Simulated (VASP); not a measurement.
# Si (P6_3/mmc) in VASP: notebook, part 2 of 2

VASP 6.6.1. Earlier steps stand in the parts before.

### Step 3. Relaxation of shape and atoms at fixed volume, PBE (a relaxed cell with its volume scaled by 0.98)

INCAR reads:

```
ALGO = Normal
EDIFF = 1E-7
EDIFFG = -0.01
ENCUT = 600
GGA = PE
IBRION = 2
ISIF = 4
ISMEAR = 0
LASPH = T
LCHARG = F
LREAL = F
LWAVE = F
NELM = 80
NSW = 40
PREC = Accurate
SIGMA = 0.03
```

KPOINTS reads:

```
k-points
0
Gamma
  12 12 6
```

POSCAR reads:

```
Si                                      
1.0
    2.6787057731      0.0000000000      0.0000000000
   -1.3393528866      2.3198272488      0.0000000000
    0.0000000000      0.0000000000      4.5045196120
  Si            
     2
Direct
     0.3333333300000021    0.6666666699999979    0.2500000000000000
     0.6666666699999979    0.3333333300000021    0.7500000000000000
```

Potentials or basis: VASP PAW PBE potentials, release 64 (Si).

Command:

```bash
cat potpaw_PBE.64/Si/POTCAR > POTCAR
mpirun -np 1 vasp_std > vasp.out
```

OUTCAR:

```text
EDIFF = 1E-7
   EDIFFG = -0.01
   ENCUT = 600
   GGA = PE
   IBRION = 2
   ISIF = 4
   ISMEAR = 0
   LASPH = T
   LREAL = F
   NELM = 80
   NSW = 40
   PREC = Accurate

 ion  position               nearest neighbor table
   1  0.333  0.667  0.250-   2 2.73   2 2.73   2 2.73   2 2.73   2 2.73   2 2.73
   2  0.667  0.333  0.750-   1 2.73   1 2.73   1 2.73   1 2.73   1 2.73   1 2.73

  LATTYP: Found a hexagonal cell.
 ALAT       =     2.6787057731
 C/A-ratio  =     1.6816029805

  Lattice vectors:

 A1 = (   2.6787057731,   0.0000000000,   0.0000000000)
 A2 = (  -1.3393528866,   2.3198272488,   0.0000000000)
 A3 = (   0.0000000000,   0.0000000000,   4.5045196120)

Analysis of symmetry for initial positions (statically):
=====================================================================
 Subroutine PRICEL returns:
 Original cell was already a primitive cell.

 Routine SETGRP: Setting up the symmetry group for a
 hexagonal supercell.

 Subroutine GETGRP returns: Found 24 space group operations
 (whereof 12 operations were pure point group operations)
 out of a pool of 24 trial point group operations.

The static configuration has the point symmetry D_3d.
 The point group associated with its full space group is D_6h.

Analysis of symmetry for dynamics (positions and initial velocities):
=====================================================================
 Subroutine PRICEL returns:
 Original cell was already a primitive cell.

 Routine SETGRP: Setting up the symmetry group for a
 hexagonal supercell.

 Subroutine GETGRP returns: Found 24 space group operations
 (whereof 12 operations were pure point group operations)
 out of a pool of 24 trial point group operations.

The dynamic configuration has the point symmetry D_3d.
 The point group associated with its full space group is D_6h.

 Subroutine INISYM returns: Found 24 space group operations
 (whereof 12 operations are pure point group operations),
 and found     1 'primitive' translations

[... 120 lines left out ...]
   LHFCALC =     F    Hartree Fock is set to
   AEXX    =    0.0000 exact exchange contribution
   IVDW    =     0    specifies the selected vdW correction
   LEPSILON=     F    determine dielectric tensor
   LRPA    =     F    only Hartree local field effects (RPA)
 conjugate gradient relaxation of ions
 non-spin polarized calculation
 Gauss-broadening in eV      SIGMA  =   0.03
  energy-cutoff  :      600.00
  volume of cell :       27.99
 maximum number of plane-waves:       953
 NGX is ok and might be reduce to    24
   NGX = 11   NGY = 11   NGZ = 17

 number of electron       8.0000000 magnetization

 Free energy of the ion-electron system (eV)
  ---------------------------------------------------
  ext. energy  EPLUGINS =         0.00000000
  ---------------------------------------------------
  free energy    TOTEN  =        -9.83649532 eV

  energy without entropy =       -9.83645606  energy(sigma->0) =       -9.83647569

 E-fermi :  10.6282     XC(G=0): -11.3303

 val. band max:       10.5419108049   @ k =   0.5000   0.0000   0.0000
 cond. band min:      10.6282124876   @ k =   0.3333   0.3333   0.0000
 fundamental gap:      0.0863016827
 Fermi energy:        10.6282089490

 k-point     1 :       0.0000    0.0000    0.0000
  band No.  band energies     occupation
      1      -4.1538      2.00000
      2       2.4866      2.00000
      3       3.3188      2.00000
      4      19.5041      0.00000
      5      19.5041      0.00000
      6      20.8138      0.00000
      7      20.8138      0.00000
      8      21.5478      0.00000
[... 243 lines left out ...]
 k-point    24 :       0.3333    0.0000    0.1667
  band No.  band energies     occupation
      1      -0.9794      2.00000
      2       3.6503      2.00000
      3       7.7038      2.00000
      4       8.2572      2.00000
      5      12.2408      0.00000
      6      15.1005      0.00000
      7      16.4720      0.00000
      8      17.2651      0.00000

 [... further k-points ...]

------------------------ aborting loop because EDIFF is reached ----------------------------------------

  FORCE on cell =-STRESS in cart. coord.  units (eV):
  Direction    XX          YY          ZZ          XY          YZ          ZX
  --------------------------------------------------------------------------------------
  -------------------------------------------------------------------------------------
  Total        0.3503136      0.3503136      0.3574828     -0.0000000     -0.0000000      0.0000000
  in kB       20.0511098     20.0511098     20.4614572     -0.0000000     -0.0000000      0.0000000
  external PRESSURE =      20.1878922 kB  Pullay stress =       0.0000000 kB

 VOLUME and BASIS-vectors are now :
 -----------------------------------------------------------------------------
  energy-cutoff  :      600.00
  volume of cell :       27.99
      direct lattice vectors                 reciprocal lattice vectors
     2.678705773  0.000000000  0.000000000     0.373314610  0.215533290  0.000000000
    -1.339352887  2.319827249  0.000000000     0.000000000  0.431066581  0.000000000
     0.000000000  0.000000000  4.504519612     0.000000000  0.000000000  0.221999255

 POSITION                                       TOTAL-FORCE (eV/Angst)
 -----------------------------------------------------------------------------------
     -0.00000      1.54655      1.12613         0.000000     -0.000000      0.000000
      1.33935      0.77328      3.37839        -0.000000      0.000000      0.000000
 -----------------------------------------------------------------------------------
    total drift:                               -0.000000      0.000000     -0.000000

  FREE ENERGIE OF THE ION-ELECTRON SYSTEM (eV)
  ---------------------------------------------------
  free  energy   TOTEN  =        -9.8364953160 eV

  energy  without entropy=       -9.8364560640  energy(sigma->0) =       -9.83647569

 reached required accuracy - stopping structural energy minimisation
```

CONTCAR:

```text
Si
   1.00000000000000
     2.6787057730999999    0.0000000000000000    0.0000000000000000
    -1.3393528866000000    2.3198272487999998    0.0000000000000000
     0.0000000000000000    0.0000000000000000    4.5045196120000002
  Si
     2
Direct
     0.3333333300000021    0.6666666699999979    0.2500000000000000
     0.6666666699999979    0.3333333300000021    0.7500000000000000

  0.00000000E+00  0.00000000E+00  0.00000000E+00
  0.00000000E+00  0.00000000E+00  0.00000000E+00
```

Wall time 7.3 s (1 thread of Intel Xeon 6975P-C (Granite Rapids), shared host); peak memory 0.14 GiB.

Results:

```yaml
Free_energy: -9.8365 eV
Pressure_after_relaxing: 2.0 GPa
Band_gap_on_the_k_mesh: none (metal or under the smearing width)
```

Final structure:
```
Si
1.0
     2.67871    0.00000    0.00000
    -1.33935    2.31983    0.00000
     0.00000    0.00000    4.50452
Si
2
Direct
  0.33333 0.66667 0.25000
  0.66667 0.33333 0.75000
```

Caveat: the relaxation stopped at its first step, so nothing moved.

### Step 4. Relaxation of shape and atoms at fixed volume, PBE

INCAR is that of step 3.

KPOINTS is that of step 3.

POSCAR reads:

```
Si                                      
1.0
    2.6968056855      0.0000000000      0.0000000000
   -1.3484028428      2.3355022327      0.0000000000
    0.0000000000      0.0000000000      4.5349564786
  Si            
     2
Direct
     0.3333333300000021    0.6666666699999979    0.2500000000000000
     0.6666666699999979    0.3333333300000021    0.7500000000000000
```

Command:

```bash
cat potpaw_PBE.64/Si/POTCAR > POTCAR
mpirun -np 1 vasp_std > vasp.out
```

It took 7.2 s on 1 thread of Intel Xeon 6975P-C (Granite Rapids), shared host; peak memory 0.14 GiB.

The run converged. Its results:

| Quantity | Value |
| --- | --- |
| Free energy | -9.8401 eV |
| Pressure after relaxing | 0.0 GPa |
| Band gap on the k mesh | none (metal or under the smearing width) |

Final structure:
```yaml
crystal:
  lattice:
    - [2.69681, 0.00000, 0.00000]
    - [-1.34840, 2.33550, 0.00000]
    - [0.00000, 0.00000, 4.53496]
  atoms:
    - { symbol: Si, position: [0.33333, 0.66667, 0.25000] }
    - { symbol: Si, position: [0.66667, 0.33333, 0.75000] }
```

Levels at points of the mesh, in eV from the Fermi level:
| k point | band 1 | band 2 | band 3 | band 4 | band 5 | band 6 | band 7 | band 8 |
| --- | --- | --- | --- | --- | --- | --- | --- | --- |
| (0.00, 0.00, 0.00) | -14.60 | -8.09 | -7.19 | 8.69 | 8.69 | 10.04 | 10.04 | 10.67 |
| (0.50, 0.00, 0.00) | -8.35 | -7.72 | -1.86 | -1.63 | -1.50 | -0.04 | 3.57 | 5.76 |
| (0.00, 0.00, 0.50) | -12.85 | -12.85 | 0.71 | 0.71 | 10.03 | 10.03 | 10.03 | 10.03 |
| (0.50, 0.00, 0.50) | -6.63 | -6.63 | -6.03 | -6.03 | 5.09 | 5.09 | 5.73 | 5.73 |

Caveat: the relaxation stopped at its first step, so nothing moved.

### Step 5. Overview

| cell | gap on the mesh (eV) | pressure (GPa) |
| --- | --- | --- |
| atoms relaxed at fixed volume from: a relaxed cell with its volume scaled by 0.96 | none | 4.2 |
| atoms relaxed at fixed volume from: a relaxed cell with its volume scaled by 0.98 | none | 2.0 |
| atoms relaxed at fixed volume | none | 0.0 |

Alike in all rows: task relaxation of shape and atoms at fixed volume; level PBE; potentials or basis VASP PAW PBE potentials, release 64 (Si); no spin polarisation; k mesh 12 × 12 × 6; cutoff (eV) 600; smearing gaussian 0.03 eV.

Caveats: the relaxation stopped at its first step, so nothing moved.

Total energies depend on the potentials used, so only differences within one code and one set of settings carry meaning.
